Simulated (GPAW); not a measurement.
# CoO: single point with LDA+U

CoO:

```xyz
2
Lattice="-1.5080 1.5080 2.1073 1.5080 -1.5080 2.1073 1.5080 1.5080 -2.1073" Properties=species:S:1:pos:R:3 pbc="T T T"
Co    0.0000    0.0000    0.0000
O     0.0000    0.0000    2.1073
```

```
Program             : GPAW 26.7.0
Task                : single point
Functional          : LDA
Potentials or basis : the program's PAW data sets (release 1.2.1) made for this functional
Cutoff              : 800 eV
Basis               : pw
k mesh              : 9 × 9 × 9
Occupations         : gaussian, width 0.05 eV
Spin                : collinear spin, ferromagnetic start
Starting moments    : [2.0, 0.0] μB
Hubbard terms       : Co d U = 3 eV
```

```yaml
Pressure: -13.4 GPa
Band_gap_on_the_k_mesh: none (metal or under the smearing width)
Net_moment: 3.00 μB per cell
Site_moments: Co +2.66; O +0.20 μB
```

Stress tensor (GPa, compression positive):
```
-10.73   0.00   0.00
  0.00 -10.73   0.00
  0.00   0.00 -18.70
```

Levels at points of the mesh, in eV from the Fermi level:
Spin up:
```tsv
k point	band 7	band 8	band 9	band 10	band 11	band 12
(0.00, 0.00, 0.00)	-3.19	-3.05	-3.05	0.92	16.65	17.38
```
Spin down:
```csv
k point,band 2,band 3,band 4,band 5,band 6,band 7,band 8,band 9,band 10,band 11
"(0.00, 0.00, 0.00)",-2.67,-2.56,-2.56,-2.27,-1.08,-1.08,0.62,1.11,1.46,16.67
```

It took 47 s on 1 thread of Arm Neoverse V1 (shared host), peak memory 0.19 GiB.

Caveat: a cell with one magnetic atom can't hold antiferromagnetic order, which such compounds often take. The state reached can hang on the start; a lower one may exist.
